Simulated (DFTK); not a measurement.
Input of a DFTK 0.8.2 run:

The input run.jl:

```julia
using DFTK
using PseudoPotentialData
using Unitful, UnitfulAtomic
using LinearAlgebra, Printf
include("save.jl")
disable_threading()

# lattice vectors are the columns
lattice = austrip(1u"Å") * [      2.680635      -0.026354       0.048141;
                -0.026354       2.744162       0.026825;
                 0.048141       0.026825       2.726429]
symbols   = [:Ga]
positions = [[-0.005125, 0.010445, -0.000595]]
pseudopotentials = PseudoFamily("dojo.nc.sr.pbe.v0_4_1.standard.upf")
elements = Dict(s => ElementPsp(s, pseudopotentials) for s in unique(symbols))
atoms    = [elements[s] for s in symbols]

build_model(lattice, positions; symmetries=true) =
    model_DFT(lattice, atoms, positions;
              functionals=PBE(),
              temperature=austrip(0.05u"eV"),
              smearing=Smearing.FermiDirac(),
              symmetries)
Ecut  = 40.0  # hartree
kgrid = [10, 10, 10]
tol   = 1e-6
to_GPa = ustrip(uconvert(u"GPa", 1u"hartree/bohr^3"))

model = build_model(lattice, positions)
basis = PlaneWaveBasis(model; Ecut, kgrid)
display(basis)
scfres = self_consistent_field(basis;
                               tol,
                               nbandsalg=AdaptiveBands(model; n_bands_converge=11))
display(scfres.energies)
@printf "Fermi level: %.6f eV\n" ustrip(auconvert(u"eV", something(scfres.εF, NaN)))
forces = compute_forces_cart(scfres)
println("Forces (eV/Å)")
for (s, f) in zip(symbols, forces)
    @printf "%-3s %12.6f %12.6f %12.6f\n" s ustrip.(auconvert.(u"eV/Å", f))...
end
stress = compute_stresses_cart(scfres)
println("Stress (GPa)")
display(round.(stress * to_GPa; digits=4))
println("Levels at the first k-point (eV): ", round.(ustrip.(auconvert.(u"eV", scfres.eigenvalues[1][1:scfres.n_bands_converge])); digits=4))
save_scf!(scfres; forces, stress)
```

Potentials or basis: dojo.nc.sr.pbe.v0_4_1.standard.upf (PBE).

Run with:

```console
$ julia --threads=1 run.jl  # save.jl only writes the numbers to a file and isn't shown; printed stress counts tension as positive; times include loading and compiling
```

**Question.** What does it give for the band gap on the k mesh?

**Answer.** None (metal or under the smearing width).

**Question.** What does it give for the pressure?

**Answer.** 0.2 GPa.

Stress tensor (GPa, compression positive):
```
 1.65 -0.52  0.78
-0.52 -0.61  0.50
 0.78  0.50 -0.55
```
